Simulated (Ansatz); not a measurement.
A run of Ansatz 0.2.0 is set up as follows.

Contents of input.yaml:

```yaml
crystal:
  lattice:
    - [0.18960382, -2.17228837, -2.0431441]
    - [-2.01972352, 0.10629521, -1.95983549]
    - [2.38320037, 2.28583939, -4.38944304]
  atoms:
    - { symbol: Cu, position: [0.45623224, 0.53068563, 0.48541174] }
    - { symbol: Cu, position: [0.97428428, 0.98586739, 0.0243612] }
    - { symbol: O, position: [0.80166267, 0.74472112, 0.73928024] }
    - { symbol: O, position: [0.26782081, 0.23872587, 0.25094681] }
hamiltonian:
  xc: r2scan
  pseudopotentials: { kind: paw }
kpoints:
  mp_grid: { grid: [10, 10, 5] }
scf:
  occupations: { method: fermi_dirac, width: 0.05 }
output:
  forces: true
  stress: true
  eigenvalues: true
relax:
  f_tol: 0.01
  max_steps: 40
  cell: { stress_tol: 0.05, p_target: 2.0 }
```

Potentials or basis: Ansatz PAW.

Launch:

```console
$ ansatz run input.yaml --threads 2 --pin off --max-ram 5632MiB --backend cpu --events-out ev --progress --plain --runs-dir out
```

Estimate the relaxed cell.

a = 4.062 Å, b = 2.878 Å, c = 5.875 Å, α = 60.65°, β = 69.78°, γ = 45.09°.

What does it give for the band gap on the k mesh?

None (metal or under the smearing width).

Estimate the space group after relaxing (to 0.05 Å).

P4_2/mmc (No. 131).

Final structure:
```
Cu O
1.0
    -0.07932   -2.85211   -2.89138
    -1.51262   -0.40358   -2.41479
     2.02290    2.18571   -5.06449
Cu O
2 2
Cartesian
  0.2155 -0.5350 -5.1853
  -1.5919 -3.2557 -5.3062
  0.3036 -1.5161 -8.5012
  0.1274 0.4461 -1.8694
```

Caveat: the run has no spin polarisation, though such a crystal can be magnetic; semilocal functionals often make such compounds metallic where correlation or magnetic order opens a gap, which also shifts bond lengths.
